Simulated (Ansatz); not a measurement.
# MnSi (F-43m) in Ansatz: a series of runs

Aim: see how the results for MnSi move with the level of theory and the settings. Levels: B3LYP, HSE06, HSE03. Tasks: single point, relaxation of cell and atoms.

Everything below comes from runs of Ansatz 0.2.0. Logs are shortened: lines on timing, memory, paths and dates and some standing lists are left out, and cuts for length are marked.

### Step 1. The crystal as given

The structure is cubic, space group F-43m (No. 216). Conventional cell: a = 5.054 Å, b = 5.054 Å, c = 5.054 Å, α = 90.00°, β = 90.00°, γ = 90.00°. Mn (site symmetry -43m) is surrounded by 4 Si at 2.19 Å. Si (site symmetry -43m) has 4 Mn at 2.19 Å as nearest neighbours.

The cell was built by a generator and needn't be a form met in nature.

### Step 2. Single point, B3LYP, collinear spin, ferromagnetic start

Input file input:

```
crystal:
  lattice:
    - [0.0, 2.5272246, 2.5272246]
    - [2.5272246, 0.0, 2.5272246]
    - [2.5272246, 2.5272246, 0.0]
  atoms:
    - { symbol: Mn, position: [0.0, 0.0, 0.0], spin: 4.0 }
    - { symbol: Si, position: [0.25, 0.25, 0.25] }
hamiltonian:
  xc: b3lyp
  pseudopotentials: { kind: paw }
magnetization:
  spin_polarized: true
kpoints:
  mp_grid: { grid: [5, 5, 5] }
scf:
  occupations: { method: fermi_dirac, width: 0.05 }
output:
  forces: true
  stress: true
  eigenvalues: true
```

Potentials or basis: Ansatz PAW.

Log:

```text
Warning: output.stress: scf.convergence.dr2_threshold = 1e-7 eV (the SCF's general default) is looser than the 2e-10 eV advised for a printed stress (1e-10 eV for each atom of the cell: 2). What an SCF threshold leaves in a stress goes as its square root, and in the free energy as the threshold itself, and one threshold admits the most on a small cell: of the crystals measured, under no hybrid functional and no lock of the moments, on runs that ended without the residual-converged pass, on stresses that held no estimate of that error, the worst erred by over 100 MPa in a component at 1e-7 eV an atom and by under 5 at 1e-10. Set scf.convergence.dr2_threshold to 2e-10 eV or tighter. The threshold is an SCF's pass mark: one that does not reach it within its budget of iterations ends unconverged, or closes short of it on a stop that the run arms, and scf.convergence.dr2_threshold's page says what that costs each kind of run
Warning: output.stress: scf.exx.energy_threshold = 1e-6 eV is looser than the 2e-8 eV advised for a stress under a hybrid functional (1e-8 eV for each atom of the cell: 2). Every SCF of the exchange loop can meet its threshold on dr2 while the loop round them stops early: no threshold on dr2 bounds what that leaves in the stress. Set scf.exx.energy_threshold to 2e-8 eV or tighter. The threshold is the loop's pass mark: a loop that does not reach it within its budget of cycles ends unconverged, and scf.exx.energy_threshold's page has the law
GPUs: using 1 of 1 available (devices: 1).
Engine: ansatz 0.2.0, x86_64-unknown-linux-gnu
Pseudopotentials: kind: paw
Pseudopotential: Mn, paw, valence charge 15, recommended cutoff 420 eV (normal), Mn.paw.azcp
Pseudopotential: Si, paw, valence charge 4, recommended cutoff 420 eV (normal), Si.paw.azcp
Functional definition: B3LYP
  parameter a0 = 0.2
  parameter ax = 0.72
  parameter ac = 0.81
  exchange = (1 - a0 - ax)*slater_x + ax*b88_x + a0*exact_x
  correlation = (1 - ac)*vwn_rpa_c + ac*lyp_c
device memory: the entry about to start is reckoned to put 0.7 GiB on a device that reports 63.8 GiB free (of which the cap on the GPU budget leaves the run 18.0 GiB)
GPU FFT provider: cuFFT
GPU libraries: cuBLAS 13.8.2, cuFFT 12.4.0, cuSOLVER 12.3.4
Crystal: 2 atoms, lattice volume = 32.282 Å³
Basis set: ecut = 420 eV, 609 PW (Γ), exchange–correlation on 48×48×48 points (8 copies of the dense FFT grid, shifted against one another)
Bands: 16, of which v1, the nominal top of the filled ones, is band 10 counted from 1 (9 counted from 0)
Symmetry: 24 space group operations
Space group: F-43m (ITA 216), of the structure as read, at distance tolerance 3.2e-5 Å
Magnetic group: BNS 216.74 (UNI 1576), of the structure as read, at distance tolerance 3.2e-5 Å
k-points: 10 of 125 (time reversal used)
Non-local potential: Mn, projectors of the file, l = 0: 3, l = 1: 2, l = 2: 3, l = 3: 1
Non-local potential: Si, projectors of the file, l = 0: 2, l = 1: 2, l = 2: 2
PAW form: soft (Blöchl's): semilocal exchange-correlation on the pseudo side does not see the compensation charge
PAW frozen core: Mn, regenerated for the run's functional, and the local potential with it (the file was generated under x = pbe(κ = 0.804, μ = 0.2195149727645171), c = pbe(β = 0.06672455060314922))
PAW frozen core: Si, regenerated for the run's functional, and the local potential with it (the file was generated under x = pbe(κ = 0.804, μ = 0.2195149727645171), c = pbe(β = 0.06672455060314922))
PAW one-centre angular grid: Mn, 590 points (default); XC on 64 Gauss nodes
PAW one-centre angular grid: Si, 110 points (default); XC on 64 Gauss nodes
Initial density: superposition of atomic densities (chi_scale 0.1, normalization cell)
[... 134 lines left out ...]
preconditioner: auto → none  [insulator: Δε(μ)=0.470 eV  Ē_g=10.888 eV  σ=0.050 eV  W_gap=0.87  n_scr=14 (ndim 8)  ℏωp=21.7 eV  f_vac=0.000  D(μ)=0.42/eV (n_scr^D=0)]
SCF iter   2: F=—  HF=-4542.059988 eV  |F-HF|=—  |Δ(HF+E_count)|=   1.73e-8  Δρ=4.81e-6 (↑4.81e-6 ↓4.55e-6)  dr2=1.75e-8  dr2_m=1.98e-9  M=2.328 μB ∫|m|=3.260 μB  β_m=0.28  ethr=3.59e-10  ⟨swp⟩=4.0  Hψ=649  notcnv=0
SCF iter   3: F=-4542.059988 eV  HF=-4542.059988 eV  |F-HF|=9.94e-10  |Δ(HF+E_count)|=   2.98e-9  Δρ=3.43e-6 (↑3.19e-6 ↓3.43e-6)  dr2=6.38e-9  dr2_m=1.21e-9  M=2.328 μB ∫|m|=3.260 μB  ethr=8.10e-11  ⟨swp⟩=2.1  Hψ=517  notcnv=0
SCF 7 converged in 3 iterations: F = -4542.059988 eV  dr2 = 6.38e-9
  Residual-converged pass: ⟨swp⟩=3.0  Hψ=657  notcnv=0  max |occ|·‖R‖ = 2.1e-6 eV (tolerance 2.4e-6 eV)  dr2=6.32e-9  dr2_m=1.23e-9  dr2_onsite=1.25e-9  max |Δocc| = 6.1e-14
hybrid outer 6: dexx = +2.196e-8 eV, tail = 2.18e-8 eV, Δε = 5.73e-4 eV (about 2.02e-4 eV left of the loop's levels), ΔF = 4.05e-17 eV/Å (tail 1.43e-17)
this state was not tested for a lower state beside it, because the functional holds exact exchange (a hybrid, or Hartree-Fock), whose exchange loop this test does not read (fock_operator); the stability check (scf.self_checks: high) cannot read this state: a pseudopotential is PAW: the check reads norm-conserving sets alone
hybrid SCF converged: 6 outer / 39 inner (+18 warm-up), last move |dexx| = 2.20e-8 eV, tail = 2.18e-8 eV
Magnetization: 2.3280 μB (10.6640 up, 8.3360 down)
Absolute magnetization: 3.2607 μB (∫|ρ↑−ρ↓|, with the PAW one-centre terms)
Spin contamination: 0.3031 ħ² per cell (⟨S²⟩ above its minimum at these occupations)
Per-site moments (μB) at R_I (Å): [(2.575555237653057, 0.9028142906759486), (-0.2188133074934631, 0.9028142906759486)]
Free energy (F): -4542.059988 eV
Frozen-core exchange: fock
Harris-Foulkes:  -4542.059988 eV  (|F-HF|=9.94e-10)
Internal energy: -4542.056282 eV  (E = F + TS)
E sigma→0 (E₀):  -4542.058135 eV
Entropy (-TS):   -0.003706 eV (-1.853 meV/atom)
Fermi energy:    10.550328 eV
--- Per-component energies (eV) ---
  E_band       = -322.048847
  E_kinetic    = 353.725004
  E_local      = -2515.255838  (includes V_loc(G=0)·N_el)
  E_nonlocal   = 273.619916
  E_hartree    = 1054.225570
  E_xc         = -139.296812
  E_vxc        = -157.499189  (∫ρ·V_xc dr)
  E_exx        = -62.446209  (= α·E_x^exact, valence–valence)
  E_paw        = -1795.452093  (= ΣΔE_a)
  E_vpaw       = -260.194549  (= ΣTr[D̂ρ^β])
  E_aug_tail   = -0.000004  (compensation charges beyond the density's cutoff)
  E_ewald      = -1711.029646
  E_core_change = -0.146170  (= ΣΔE_core)
  E_smearing   = -0.003706  (= −TS)
  E_closure    = -0.000001  (closes the sum)
  Σ components = -4542.059988   (vs F -4542.059988, Δ=0.00e0)
--- Forces (eV/Å), atoms counted from 1 ---
  atom   1  Mn     0.00000000    -0.00000000    -0.00000000
  atom   2  Si     0.00000000    -0.00000000    -0.00000000
  max |Σ_I F_I| component: 2.96e-16 eV/Å
--- Stress (GPa, compression-positive) ---
       26.533891      -0.000000       0.000000
        0.000000      26.533891      -0.000000
        0.000000      -0.000000      26.533891
  P = ⅓ Tr σ = 26.5339 GPa (265.339 kbar)
--- Band table (eV; the first three rows and the last of 20) ---
  k-point 0 ↑: bands = ["-74.6796", "-42.3795", "-42.3795", "-42.3795", "-1.0670", "5.8310", "5.8310", "5.8310", "6.6313", "6.6313", "18.2092", "18.2092", "18.2092", "19.3167", "19.3167", "19.3167"]
  k-point 1 ↑: bands = ["-74.6792", "-42.3849", "-42.3804", "-42.3804", "-0.3922", "5.6252", "5.9486", "5.9486", "6.6562", "6.6562", "13.8755", "16.8503", "16.8503", "19.6851", "20.5520", "20.5520"]
  k-point 2 ↑: bands = ["-74.6787", "-42.3931", "-42.3819", "-42.3819", "1.1496", "5.3849", "5.9084", "5.9084", "7.0187", "7.0187", "9.2286", "15.5784", "15.5784", "19.1736", "20.2755", "20.2755"]
  k-point 9 ↓: bands = ["-71.1209", "-38.6476", "-38.6411", "-38.6343", "1.9714", "6.3066", "7.5410", "8.9432", "10.0568", "11.6775", "13.1680", "13.6776", "15.2932", "20.4544", "20.8972", "22.5051"]
```

Run time: 18 s. Hardware: 1 × NVIDIA H100 80GB HBM3 with 2 threads of AMD EPYC 7R13 (Zen 3), shared host; peak memory 1.4 GiB.

What came out:

```yaml
Free_energy: -4542.0600 eV
Pressure: 26.5 GPa
Band_gap_on_the_k_mesh: none (metal or under the smearing width)
Net_moment: 2.33 μB per cell
Absolute_moment: 3.26 μB per cell
Site_moments: Mn +2.58; Si -0.22 μB
```

Levels at points of the mesh, in eV from the Fermi level:
Spin up:
```
           k point  band 7  band 8  band 9  band 10  band 11  band 12  band 13  band 14
(0.00, 0.00, 0.00)   -4.72   -4.72   -3.92    -3.92     7.66     7.66     7.66     8.77
```
Spin down:
```csv
k point,band 5,band 6,band 7,band 8,band 9,band 10,band 11,band 12
"(0.00, 0.00, 0.00)",-11.92,-2.64,-2.64,-2.64,2.10,2.10,8.25,8.25
```

Caveat: the k mesh is coarse (spacing up to 0.43 Å⁻¹), so the values aren't converged, least of all with exact exchange; the magnetic or orbital state may not be the lowest; so large a pressure means that the cell lies far from this level's equilibrium, or that cutoff or potentials fall short; the PAW data sets come from PBE, with cores solved anew for the run's functional, which leaves a small shift of forces and pressure; the thresholds are loose for stress.

(Part 1 of 2 ends here.)
